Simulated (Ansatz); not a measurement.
# InSe

```
In Se
1.0
     5.86790   -2.05500    0.00000
     5.86790    2.05500    0.00000
    -1.59942    0.00000    4.32366
In Se
2 2
Cartesian
  10.3665 0.0000 0.0216
  -0.2301 0.0000 4.3020
  6.7188 0.0000 2.7758
  3.4176 0.0000 1.5479
```

Atom numbers follow the list: In1, In2, Se3, Se4.

The geometry is COD entry 1540841, unchecked; take it as a test cell.

No spin–orbit coupling, which matters for the heavy atoms here.

Methods: DFT, PBE, all-electron LAPW, scalar-relativistic (Ansatz 0.2.0); DFT, PBE, PAW with Ansatz's default frozen-core files, scalar-relativistic (Ansatz 0.2.0).

For LAPW: a Γ-centred 7×7×6 k mesh, Fermi–Dirac smearing of 0.02 eV, basis error target 0.5 meV/atom, no spin polarisation. PAW takes a cutoff of 420 eV at this cell. The Ansatz runs share mesh, smearing and spin set-up. Values come from LAPW unless marked.

```
Bader charges (from the PAW run)                                                                                       : In1 +0.77, Se3 -0.77 e
Stress xx, yy, zz (compression positive)                                                                               : 5.34, 1.32, 2.16 GPa
Band gap                                                                                                               : 0.92 eV
Löwdin charges (with 0.09 e of the cell spilling out of the atomic basis, so their sizes and signs hang on that basis) : In1 0.22, Se3 -0.17 e
Volume per atom                                                                                                        : 26.07 Å³
```

(1) Smallest direct gap on the path: what does the calculation give?

(2) Pressure at this cell: what does the calculation give?

(3) Give the computed value. Largest force.

## Answers

(1) 1.42 eV.

(2) 2.94 GPa.

(3) 0.777 eV/Å on Se3.
